# Why SnO comes under pressure although its volume never changes

Stretching this crystal along c at constant volume puts it under pressure, and shortening it along c puts it under tension. The likely cause is the direction of the Sn–O bonds, which run mostly across c. A longer c edge has to be paid for with shorter a and b edges, and these squeeze the bonds that lie well across c. The energy rises either way, because both distortions move the crystal away from its relaxed shape.

SnO (space group Pmn2_1, 4 atoms per cell), stretched or shortened along c at fixed volume and fixed fractional coordinates. Ansatz 0.2.0, plane-wave PAW, PBEsol, scalar-relativistic, no spin polarisation; cutoff 420 eV, k mesh 10×6×8, Gaussian smearing 0.05 eV. Energies are relative to the relaxed cell (a = 3.316, b = 5.705, c = 3.894 Å); pressure is positive in compression.

| axial ratio (over its starting value) | energy change (meV/atom) | pressure (GPa) | gap on mesh (eV) |
| --- | --- | --- | --- |
| 0.8 | 63.4 | -4.48 | 0.990 |
| 0.85 | 31.0 | -3.19 | 1.080 |
| 0.92 | 7.5 | -1.55 | 1.244 |
| 0.96 | 1.7 | -0.73 | 1.279 |
| 1 | 0.0 | -0.01 | 1.233 |
| 1.05 | 2.8 | 0.78 | 1.202 |
| 1.1 | 10.2 | 1.46 | 1.156 |
| 1.2 | 37.5 | 2.54 | 1.024 |
| 1.3 | 79.8 | 3.29 | 0.809 |

## What changes along the path

The axial ratio, called x here, compares c with the edges across it and equals 1 in the relaxed cell. When x grows, c lengthens while a and b shrink together by just enough to keep the volume. The fractional positions of the atoms stay fixed, so each atom is carried along with the cell. Bond lengths therefore follow from geometry alone.

Three columns react in three different ways. The energy change has a single minimum, at the relaxed cell. The pressure, positive in compression, climbs in every step and passes through zero at the same place. The gap on the mesh has its highest value at x = 0.96, slightly to one side.

## Which bonds are squeezed

Consider a bond that points exactly along c. It lengthens when c does. A bond lying exactly across c shortens, because a and b shrink. Somewhere between these directions is a tilt at which the two effects cancel.

To find it, split the squared bond length of the relaxed cell into a part A across c and a part C along c. At constant volume the c edge scales as x^(2/3) and the other two as x^(−1/3), so that

length² = A·x^(−2/3) + C·x^(4/3).

For a small change of x, the relative change of length is (C/(A + C) − 1/3) times the relative change of x. A bond thus shortens under stretching along c if c supplies less than one third of its squared length.

The shortest atomic distances from the same calculation reveal two kinds of Sn–O bond. In the first, c supplies only 13 % of the squared length, so this bond lies well across c and responds strongly. In the second the share is 30 %, close to the neutral third. The second bond therefore hardly notices a small distortion.

These shares were worked out from four of the nine shortest distances. The rows at x = 1 and 1.3 fix the first bond, and those at 0.8 and 0.96 fix the second. The other five distances were not used, and the formula reproduces them to within 0.001 Å. Such agreement is built in once the two bonds are rightly identified, since the atoms are carried along with the cell. It says nothing yet about the link between bond length and pressure.

## One bond worked through

The row at x = 1.2 was not used to find the two parts, so it makes a fair example. In the relaxed cell the first bond is 2.132 Å long and reaches 0.768 Å along c.

- Part along c: C = 0.768² = 0.590 Å².
- Part across c: A = 2.132² − 0.768² = 3.956 Å².
- At x = 1.2, the part across c shrinks to 3.956 × 0.8855 = 3.50 Å².
- The part along c grows to 0.590 × 1.275 = 0.75 Å².
- The new length is √(3.50 + 0.75) = 2.06 Å.

The calculation itself has 2.063 Å in this row. The part along c has grown by more than a quarter, but it was small to begin with. The loss across c wins, and the bond ends up about 3 % shorter.

## From bond lengths to pressure

A compressed bond pushes its atoms apart, and a stretched one pulls them together. Since the first bond lies mostly across c, its push or pull acts mainly across c. This is where the large stresses appear, although the distances do not tell how the bond's action is shared between a and b. At x = 1.3 the crystal pushes outwards with 6.8 GPa along a and 5.4 GPa along b, but pulls inwards with 2.2 GPa along c.

The pressure in the table is the average of these three stresses: (6.8 + 5.4 − 2.2)/3 = 3.3 GPa. It is positive because the two pushes together outweigh the pull. At x = 0.8 the roles are reversed. The a and b edges are now too long and pull inwards, c pushes outwards, and the average is a tension of 4.48 GPa.

A single pressure value thus hides stresses of opposite sign. A press that applied 3.3 GPa equally from all sides would not hold the crystal in the shape of the last row. That would take strong pushing from the sides and pulling along c.

The stresses show directly that a and b set the sign of the pressure. That the bonds are responsible is an argument from their direction and change of length. Atoms that are not bonded to each other also come closer when a and b shrink, and their repulsion adds to the same stresses. The numbers do not separate the two contributions.

## Why the c axis stays so quiet

The c edge changes by twice the percentage of a or b, yet its stress is much the smallest near the relaxed cell. At x = 1.05 it is a pull of only 0.17 GPa, against pushes of 1.15 and 1.37 GPa along a and b. Two opposing effects may be at work here, but the scan always changes all three edges together and cannot separate them; a crystal that is simply soft along c could look the same. Lengthening c makes the crystal pull back along c, while squeezing it from the sides makes it push outwards along c, as a rubber block does between the jaws of a vice.

The quiet does not last. If there is such a balance, the direct effect of the changed c edge prevails far from the relaxed cell, where the stress along c grows quickly. It then opposes the stresses along a and b and takes away part of the pressure.

## Why the pressure levels off

The pressure rises all the way, but with less and less vigour. Per unit of ln x, which measures equal relative distortions equally, it gains 21 GPa in the first step and only 9 GPa in the last. The two ends of the path are therefore not mirror images. The last row is the more strongly distorted one, yet its pressure is smaller in size than the tension of the first row.

Both bonds help to explain this. The first shortens by 0.03 Å in the first step but by only 0.02 Å in the last, so its response fades. The second goes further and changes sides. At x = 0.8 both kinds of bond are stretched, the first by 0.11 Å and the second by 0.04 Å, so both pull inwards. At x = 1.3 the first is shortened by 0.09 Å, but the second is 0.01 Å longer than in the relaxed cell. The two no longer act together.

Both effects arise because every bond turns towards c as c grows. The second bond's share along c, just below one third in the relaxed cell, soon passes that mark. From the formula, this bond is shortest at x = 1.08 and lengthens beyond. Once it is longer than in the relaxed cell, it pulls inwards along every edge it spans, and so weakens the push across c as well as adding to the pull along c.

The stresses show that nearly all of the slope lost between the first step and the last comes from a and b, above all from b. The stress along b gains 2.4 GPa in the first step but only 1.1 GPa in the last, although the last step is the longer one. Per unit of ln x, the stress along c changes at nearly the same rate in both. How much of the loss is due to each bond is not separated here.

## Why the energy is a bowl

It may seem odd that the energy rises on both sides while the pressure changes sign. At constant volume, however, a uniform pressure does no work: what it gains along two edges it loses along the third. Work is done only by the difference between the stress along c and the stresses across it. This difference reverses at the relaxed cell, so moving away costs energy in both directions.

The stresses also show where that cost arises. Those along a and b account for 85 % of the energy slope at x = 0.8 and for 73 % at x = 1.3, although c is the edge that changes most. Near the relaxed cell the stresses grow roughly in proportion to the distortion, which makes the energy roughly quadratic. Divided by (ln x)², the energy change differs by less than a third among the distorted rows, while the energy change itself runs from 1.7 to 79.8 meV per atom.

The minimum lies at x = 1 because the cell was relaxed there. No symmetry of this crystal singles out that ratio, and no second minimum appears among the sampled shapes. The energies are upper limits, since atoms free to move within the distorted cell would lower them. The minimum also holds for this path only: this is a polar form of SnO, not the ordinary tetragonal one, and a distortion of another kind might still lower its energy.

## Why the gap peaks elsewhere

The gap is largest at x = 0.96, where it exceeds the value of the relaxed cell by 0.05 eV. Relaxation minimises the energy and has no reason to maximise the gap, so the two extrema need not coincide. From the peak, the gap falls by 0.29 eV to the shortest c edge and by 0.47 eV to the longest.

A plausible reason for a fall on both sides is that some atoms approach each other in either case. With a short c edge they are neighbours along c, with a long one neighbours across it. Closer atoms overlap more, their bands widen, and wider bands tend to leave a narrower gap. This explanation is untested here.

The curve is not smooth around its top. After the peak the gap first falls steeply, then more gently between x = 1 and 1.05, then steeply again. A change in which states form the band edges could cause the sharp turn at the peak, but it cannot make a fall more gentle. At least one band edge must therefore respond unevenly to the distortion, or the k mesh catches the true edge better in some rows than in others. The exact position of the peak deserves less trust than the fall towards both ends. PBEsol also tends to give gaps that are too small, so the values should not be read as those of a real sample.

## Carrying the idea to another crystal

The first question is how the stiff bonds lie relative to the stretched axis. If the axis supplies less than a third of their squared length, stretching at constant volume squeezes them and favours pressure. If it supplies more, they are stretched and tension is the likelier result. In a cubic crystal stretched along a cube edge, symmetry makes these tendencies cancel for small distortions, and the pressure starts only with the square of the distortion.

The same reasoning tells how this SnO would respond to being compressed from all sides. A long c edge raises the pressure at a given volume, so it becomes less favourable as the volume shrinks. The preferred axial ratio then falls, which means that c gives way more than a and b do. This holds for atoms carried along with the cell and for a and b kept in proportion, as they are here; atoms free to shift could change the amount or even the direction.
